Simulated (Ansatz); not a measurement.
Runs of Ansatz 0.2.0 on Ti2C. It takes space group R-3m (No. 166, trigonal). Conventional cell: a = 3.081 Å, b = 3.081 Å, c = 14.441 Å, α = 90.00°, β = 90.00°, γ = 120.00°. Ti (site symmetry 3m) has 3 C at 2.11 Å as nearest neighbours. C (site symmetry -3m) has 6 Ti at 2.11 Å as nearest neighbours. The cell comes from a database or a generator and needn't be the stable form of this composition.

| task | potentials or basis | cell | cutoff (eV) | basis error allowed | pressure (GPa) | largest force (eV/Å) |
| --- | --- | --- | --- | --- | --- | --- |
| relaxation of cell and atoms | all-electron LAPW, scalar-relativistic | relaxed to 30 GPa | - | 0.002 eV/atom | 30.0 | - |
| relaxation of cell and atoms | all-electron LAPW, scalar-relativistic | relaxed | - | 0.002 eV/atom | 0.0 | - |
| band structure | all-electron LAPW, inner shells corrected to Dirac's equation | as given | 297 | 0.002 eV/atom | -4.7 | 0.19 |
| band structure | all-electron LAPW, non-relativistic | as given | 298 | 0.002 eV/atom | (a) | 0.16 |
| relaxation of cell and atoms | all-electron LAPW, scalar-relativistic | relaxed to 20 GPa | - | 0.002 eV/atom | 20.0 | - |
| relaxation of cell and atoms | all-electron LAPW, scalar-relativistic | relaxed to 5 GPa | - | 0.002 eV/atom | 5.0 | - |
| band structure | all-electron PAW datasets made for the crystal | as given | 340 | - | -4.7 | 0.19 |
| relaxation of cell and atoms | all-electron LAPW, scalar-relativistic | relaxed to 10 GPa | - | 0.002 eV/atom | 10.0 | - |
| band structure | all-electron LAPW, scalar-relativistic | as given | 297 | 0.002 eV/atom | -4.7 | 0.19 |

Alike in all rows: level PBEsol; no spin polarisation; k mesh 10 × 10 × 10; smearing fermi-dirac 0.05 eV.

**Question.** Estimate the missing entries.

**Answer.** (a) -4.0.

The runs don't all hold the same shells in valence.
